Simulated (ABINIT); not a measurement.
# HfO2 (Fm-3m) in ABINIT: further runs

Aim: see how the results for HfO2 move with the level of theory and the settings. Levels: revPBE, PW91, WC. Tasks: single point.

All numbers are computed with ABINIT 10.8.3 (patched build); they aren't measurements. Logs are shortened: lines on timing, memory, paths and dates and some standing lists are left out, and cuts for length are marked. The log counts tension as positive stress, the text compression.

## Step 1: The structure

It takes space group Fm-3m (No. 225, cubic). The conventional cell has a = 5.115 Å, b = 5.115 Å, c = 5.115 Å, α = 90.00°, β = 90.00°, γ = 90.00°. Hf (site symmetry m-3m) has 8 O at 2.21 Å as nearest neighbours. Around O (site symmetry -43m) lie 4 Hf at 2.21 Å.

Measurements of this composition are mostly on another form, of space group No. 14.

## Step 2: Single point, revPBE

run.abi reads:

```
pp_dirpath "./"
pseudos "Hf.GGA_PBE-JTH.xml, O.GGA_PBE-JTH.xml"

acell 6.8348581746 6.8348581746 6.8348581746
rprim
     0.0000000000     0.7071067812     0.7071067812
     0.7071067812     0.0000000000     0.7071067812
     0.7071067812     0.7071067812     0.0000000000
ntypat 2
znucl 72 8
natom 3
typat 1 2 2
xred
     0.0000000000     0.0000000000     0.0000000000
     0.7500000000     0.7500000000     0.7500000000
     0.2500000000     0.2500000000     0.2500000000

ecut 28.0
pawecutdg 50.0
pawxcdev 0

kptopt 1
ngkpt 9 9 9
nshiftk 1
shiftk 0.0 0.0 0.0

ixc 14

nband 16
occopt 3
tsmear 0.00183747

nstep 100
tolvrs 1.0e-9

iomode 3
prtwf 0
prtden 0
prteig 0
prtebands 0
enunit 1
```

Potentials or basis: JTH PAW PBE v2.0.

Started as:

```console
$ abinit run.abi > log 2>&1
```

run.abo:

```text
.Version 10.8.3 of ABINIT
 Symmetries : space group Fm -3 m (#225); Bravais cF (face-center cubic)
================================================================================
 Values of the parameters that define the memory need of the present run
     intxc =       0    ionmov =       0      iscf =      17    lmnmax =      18
     lnmax =       6     mgfft =      36  mpssoang =       3    mqgrid =    3001
     natom =       3  nloc_mem =       2    nspden =       1   nspinor =       1
    nsppol =       1      nsym =      48    n1xccc =       1    ntypat =       2
    occopt =       3   xclevel =       2
       mpw =        1609          nfft =       46656          nkpt =          35
 PAW method is used; the additional fine FFT grid is defined by:
   mgfftf=        45    nfftf =     91125
================================================================================
================================================================================

--------------------------------------------------------------------------------
------------- Echo of variables that govern the present computation ------------
--------------------------------------------------------------------------------
 -outvars: echo values of preprocessed input variables --------
            acell      6.8348581746E+00  6.8348581746E+00  6.8348581746E+00 Bohr
              amu      1.78490000E+02  1.59994000E+01
             ecut      2.80000000E+01 Hartree
           enunit           1
              ixc          14
         kptrlatt        9    0    0      0    9    0      0    0    9
          kptrlen      6.15137236E+01
            natom           3
            nband          16
            ngfft          36      36      36
          ngfftdg          45      45      45
             nkpt          35
            nstep         100
             nsym          48
           ntypat           2
           occopt           3
        pawecutdg      5.00000000E+01 Hartree
         pawxcdev           0
           prtden           0
        prtebands           0
           prteig           0
            prtwf           0
            rprim      0.0000000000E+00  7.0710678120E-01  7.0710678120E-01
                       7.0710678120E-01  0.0000000000E+00  7.0710678120E-01
                       7.0710678120E-01  7.0710678120E-01  0.0000000000E+00
          spgroup         225
           tolvrs      1.00000000E-09
           tsmear      1.83747000E-03 Hartree
            typat      1  2  2
           useylm           1
           xangst      0.0000000000E+00  0.0000000000E+00  0.0000000000E+00
                       3.8362499975E+00  3.8362499975E+00  3.8362499975E+00
                       1.2787499992E+00  1.2787499992E+00  1.2787499992E+00
            xcart      0.0000000000E+00  0.0000000000E+00  0.0000000000E+00
                       7.2494618457E+00  7.2494618457E+00  7.2494618457E+00
                       2.4164872819E+00  2.4164872819E+00  2.4164872819E+00
             xred      0.0000000000E+00  0.0000000000E+00  0.0000000000E+00
                       7.5000000000E-01  7.5000000000E-01  7.5000000000E-01
                       2.5000000000E-01  2.5000000000E-01  2.5000000000E-01
            znucl       72.00000    8.00000

================================================================================

 chkinp: Checking input parameters for consistency.

================================================================================
== DATASET  1 ==================================================================

--- !DatasetInfo
iteration_state: {dtset: 1, }
dimensions: {natom: 3, nkpt: 35, mband: 16, nsppol: 1, nspinor: 1, nspden: 1, mpw: 1609, }
cutoff_energies: {ecut:  28.0, pawecutdg:  50.0, }
electrons: {nelect:   2.40000000E+01, charge:   0.00000000E+00, occopt:   3.00000000E+00, tsmear:   1.83747000E-03, }
meta: {optdriver: 0, ionmov: 0, optcell: 0, iscf: 17, paral_kgb: 0, }
...

 Exchange-correlation functional for the present dataset will be:
  GGA: revPBE functional - ixc=14
  Zhang and Yang, PRL 80, 890 (1998)

 Real(R)+Recip(G) space primitive vectors, cartesian coordinates (Bohr,Bohr^-1):
 R(1)=  0.0000000  4.8329746  4.8329746  G(1)= -0.1034560  0.1034560  0.1034560
 R(2)=  4.8329746  0.0000000  4.8329746  G(2)=  0.1034560 -0.1034560  0.1034560
 R(3)=  4.8329746  4.8329746  0.0000000  G(3)=  0.1034560  0.1034560 -0.1034560
 Unit cell volume ucvol=  2.2577379E+02 bohr^3
 Angles (23,13,12)=  6.00000000E+01  6.00000000E+01  6.00000000E+01 degrees

 Coarse grid specifications (used for wave-functions):

[... 64 lines left out ...]
  sigma(2 2)=  8.23452743E-05  sigma(3 1)=  0.00000000E+00
  sigma(3 3)=  8.23452743E-05  sigma(2 1)=  0.00000000E+00

--- !ResultsGS
iteration_state: {dtset: 1, }
comment   : Summary of ground state results
lattice_vectors:
- [  0.0000000,   4.8329746,   4.8329746, ]
- [  4.8329746,   0.0000000,   4.8329746, ]
- [  4.8329746,   4.8329746,   0.0000000, ]
lattice_lengths: [   6.83486,    6.83486,    6.83486, ]
lattice_angles: [ 60.000,  60.000,  60.000, ] # degrees, (23, 13, 12)
lattice_volume:   2.2577379E+02
convergence: {deltae: -1.239E-11, res2:  1.523E-10, residm:  1.813E-04, diffor: null, }
etotal    :  -8.24500098E+01
entropy   :   0.00000000E+00
fermie    :   8.78061949E-02
cartesian_stress_tensor: # hartree/bohr^3
- [  8.23452743E-05,   0.00000000E+00,   0.00000000E+00, ]
- [  0.00000000E+00,   8.23452743E-05,   0.00000000E+00, ]
- [  0.00000000E+00,   0.00000000E+00,   8.23452743E-05, ]
pressure_GPa:  -2.4227E+00
xred      :
- [  0.0000E+00,   0.0000E+00,   0.0000E+00, Hf]
- [  7.5000E-01,   7.5000E-01,   7.5000E-01,  O]
- [  2.5000E-01,   2.5000E-01,   2.5000E-01,  O]
cartesian_forces: # hartree/bohr
- [ -4.53401992E-32,  -4.53401992E-32,   4.53401992E-32, ]
- [ -4.53401992E-32,  -4.53401992E-32,   4.53401992E-32, ]
- [  9.06803983E-32,   9.06803983E-32,  -9.06803983E-32, ]
force_length_stats: {min:   7.85315286E-32, max:   1.57063057E-31, mean:   1.04708705E-31, }
...

 Integrated electronic density in atomic spheres:
 ------------------------------------------------
 Atom  Sphere_radius  Integrated_density
    1        2.41119          9.35183108
    2        1.41465          4.61678569
    3        1.41465          4.61678569

================================================================================

 ----iterations are completed or convergence reached----

 Mean square residual over all n,k,spin=   10.725E-07; max=  18.131E-05
 reduced coordinates (array xred) for    3 atoms
       0.000000000000      0.000000000000      0.000000000000
       0.750000000000      0.750000000000      0.750000000000
       0.250000000000      0.250000000000      0.250000000000
 rms dE/dt=  4.3826E-31; max dE/dt=  0.0000E+00; dE/dt below (all hartree)
    1       0.000000000000      0.000000000000      0.000000000000
    2       0.000000000000      0.000000000000      0.000000000000
    3       0.000000000000      0.000000000000     -0.000000000000

 cartesian coordinates (angstrom) at end:
    1      0.00000000000000     0.00000000000000     0.00000000000000
    2      3.83624999745262     3.83624999745262     3.83624999745262
    3      1.27874999915087     1.27874999915087     1.27874999915087

 cartesian forces (hartree/bohr) at end:
    1     -0.00000000000000    -0.00000000000000     0.00000000000000
    2     -0.00000000000000    -0.00000000000000     0.00000000000000
    3      0.00000000000000     0.00000000000000    -0.00000000000000
 frms,max,avg= 6.4120725E-32 9.0680398E-32   0.000E+00  0.000E+00  0.000E+00 h/b

 cartesian forces (eV/Angstrom) at end:
    1     -0.00000000000000    -0.00000000000000     0.00000000000000
    2     -0.00000000000000    -0.00000000000000     0.00000000000000
    3      0.00000000000000     0.00000000000000    -0.00000000000000
 frms,max,avg= 3.2972202E-30 4.6629736E-30   0.000E+00  0.000E+00  0.000E+00 e/A
 length scales=  6.834858174600  6.834858174600  6.834858174600 bohr
              =  3.616851183299  3.616851183299  3.616851183299 angstroms
 Fermi (or HOMO) energy (eV) =   2.38933   Average Vxc (eV)= -11.57269
 Eigenvalues (   eV  ) for nkpt=  35  k points:
 kpt#   1, nband= 16, wtk=  0.00137, kpt=  0.0000  0.0000  0.0000 (reduced coord)
 -61.28564  -29.73145  -29.73145  -29.73145  -18.54104  -15.68161   -5.09491   -5.09491
  -5.09491   -0.51741   -0.51741   -0.51741    3.96399    3.96399    5.81720   10.19999
 prteigrs : prtvol=0 or 1, do not print more k-points.

--- !EnergyTerms
iteration_state     : {dtset: 1, }
comment             : Components of total free energy in Hartree
kinetic             :  2.04853872809907E+01
hartree             :  1.34707670303514E+01
xc                  : -1.50146280012518E+01
Ewald energy        : -6.72333631145653E+01
psp_core            :  1.08440380756537E+01
local_psp           : -2.75733315904045E+01
PAW spherical_terms : -1.74288806783897E+01
internal            : -8.24500109976155E+01
'-kT*entropy'       :  1.87942306218436E-15
total_energy        : -8.24500109976155E+01
total_energy_eV     : -2.24357909524150E+03
...

--- !EnergyTermsDC
iteration_state     : {dtset: 1, }
comment             : '"Double-counting" decomposition of free energy'
band_energy         : -1.47993750365909E+01
Ewald energy        : -6.72333631145653E+01
psp_core            :  1.08440380756537E+01
xc_dc               : -1.68166683371075E+01
PAW spherical_terms :  5.55535862798453E+00
internal            : -8.24500097846255E+01
'-kT*entropy'       :  1.87942306218436E-15
total_energy_dc     : -8.24500097846255E+01
total_energy_dc_eV  : -2.24357906223436E+03
...

--- !EnergyTermsWithPAWCore
iteration_state     : {dtset: 1, }
comment             : 'Components of total free energy, including PAW core contributions'
Total energy        : -1.52296498108905E+04
Total energy DC     : -1.52296498096775E+04
Total energy (eV)   : -4.14419883395172E+05
Total energy DC (eV): -4.14419883362165E+05
...

 Cartesian components of stress tensor (hartree/bohr^3)
  sigma(1 1)=  8.23452743E-05  sigma(3 2)=  0.00000000E+00
  sigma(2 2)=  8.23452743E-05  sigma(3 1)=  0.00000000E+00
  sigma(3 3)=  8.23452743E-05  sigma(2 1)=  0.00000000E+00

-Cartesian components of stress tensor (GPa)         [Pressure= -2.4227E+00 GPa]
- sigma(1 1)=  2.42268161E+00  sigma(3 2)=  0.00000000E+00
- sigma(2 2)=  2.42268161E+00  sigma(3 1)=  0.00000000E+00
- sigma(3 3)=  2.42268161E+00  sigma(2 1)=  0.00000000E+00

== END DATASET(S) ==============================================================
================================================================================

 -outvars: echo values of variables after computation  --------
            acell      6.8348581746E+00  6.8348581746E+00  6.8348581746E+00 Bohr
           etotal     -8.2450009785E+01
            fcart     -4.5340199154E-32 -4.5340199154E-32  4.5340199154E-32
                      -4.5340199154E-32 -4.5340199154E-32  4.5340199154E-32
                       9.0680398308E-32  9.0680398308E-32 -9.0680398308E-32
            rprim      0.0000000000E+00  7.0710678120E-01  7.0710678120E-01
                       7.0710678120E-01  0.0000000000E+00  7.0710678120E-01
                       7.0710678120E-01  7.0710678120E-01  0.0000000000E+00
           strten      8.2345274328E-05  8.2345274328E-05  8.2345274328E-05
                       0.0000000000E+00  0.0000000000E+00  0.0000000000E+00
           xangst      0.0000000000E+00  0.0000000000E+00  0.0000000000E+00
                       3.8362499975E+00  3.8362499975E+00  3.8362499975E+00
                       1.2787499992E+00  1.2787499992E+00  1.2787499992E+00
             xred      0.0000000000E+00  0.0000000000E+00  0.0000000000E+00
                       7.5000000000E-01  7.5000000000E-01  7.5000000000E-01
                       2.5000000000E-01  2.5000000000E-01  2.5000000000E-01
 Calculation completed.
```

Wall time 33 s (1 thread of Intel Xeon 6975P-C (Granite Rapids), shared host); peak memory 0.15 GiB.

What came out:

| Quantity | Value |
| --- | --- |
| Free energy | -2243.5791 eV |
| Pressure | -2.4 GPa |
| Band gap on the k mesh | 3.93 eV, indirect (least direct gap 4.04 eV) |
| Valence electrons inside the program's atomic spheres | Hf 9.35; O 4.62 |

Caveat: the PAW data sets were made with another functional, which shifts forces and pressure a little; spin-orbit coupling is left out, which moves the levels of the heavy elements; an odd mesh through Γ misses points on the zone boundary, where band edges often lie.

## Step 3: Single point, PW91

run.abi, as its differences from that of step 2:

```diff
@@ -26,3 +26,3 @@
 
-ixc 14
+ixc -109134
```

Potentials or basis: JTH PAW PBE v2.0.

Started as:

```console
$ abinit run.abi > log 2>&1
```

It took 40 s on 1 thread of Intel Xeon 6975P-C (Granite Rapids), shared host; peak memory 0.14 GiB.

It converged, with:

```yaml
Free_energy: -2249.9409 eV
Pressure: -6.8 GPa
Band_gap_on_the_k_mesh: 3.83 eV, indirect (least direct gap 3.95 eV)
Valence_electrons_inside_the_program's_atomic_spheres: Hf 9.36; O 4.62
```

Levels at points of the mesh, in eV from the valence-band top:
| k point | band 10 | band 11 | band 12 | band 13 | band 14 | band 15 |
| --- | --- | --- | --- | --- | --- | --- |
| (0.00, 0.00, 0.00) | -0.55 | -0.55 | -0.55 | 3.87 | 3.87 | 5.68 |

Caveat: the PAW data sets were made with another functional, which shifts forces and pressure a little; spin-orbit coupling is left out, which moves the levels of the heavy elements; an odd mesh through Γ misses points on the zone boundary, where band edges often lie.

(Continued in part 2 of 2.)
